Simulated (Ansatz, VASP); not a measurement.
# Li: VASP beside Ansatz

```
Li
1.0
     0.02028    1.96371    2.04435
     2.03742   -0.07066    2.13529
     2.08309    2.10032   -0.11633
Li
1
Direct
  0.00000 0.00000 0.00000
```

Change from the starting cell: cell sheared at random, sigma 0.06, atoms nudged by 0.01 Å; relaxed back.

Alike in both runs: task relaxation of cell and atoms; functional PBE; dispersion D3(BJ); k mesh 14 × 14 × 14; occupations gaussian, width 0.15 eV; no spin polarisation.

|  | VASP | Ansatz |
| --- | --- | --- |
| version | VASP 6.6.1 | Ansatz 0.2.0 |
| potentials or method | VASP PAW PBE potentials, release 64 (Li_sv) | scalar-relativistic, plane waves, PAW |
| plane-wave cutoff (eV) | 600 | 420 |
| valence electrons in the cell | 3 | 3 |

```tsv
	VASP	Ansatz	Ansatz less VASP
gap on the k mesh at the Fermi level, each at its own relaxed structure (eV)	none	none	-
relaxed volume (Å³/atom)	18.05	18.23	+0.185
relaxed cell length with the largest relative difference (Å)	2.937	2.953	+0.0164
energy change over the relaxation (meV/atom)	-9	-9	+0.1
```

A gap of «none» marks a metal or a gap that the smearing closes.

Caveats: the cutoff is under 1.25 times the usual one of these potentials, so pressure, stress and relaxed cells hold a basis-set (Pulay) error (VASP); pairwise dispersion overbinds metals, which lowers pressure and volume.
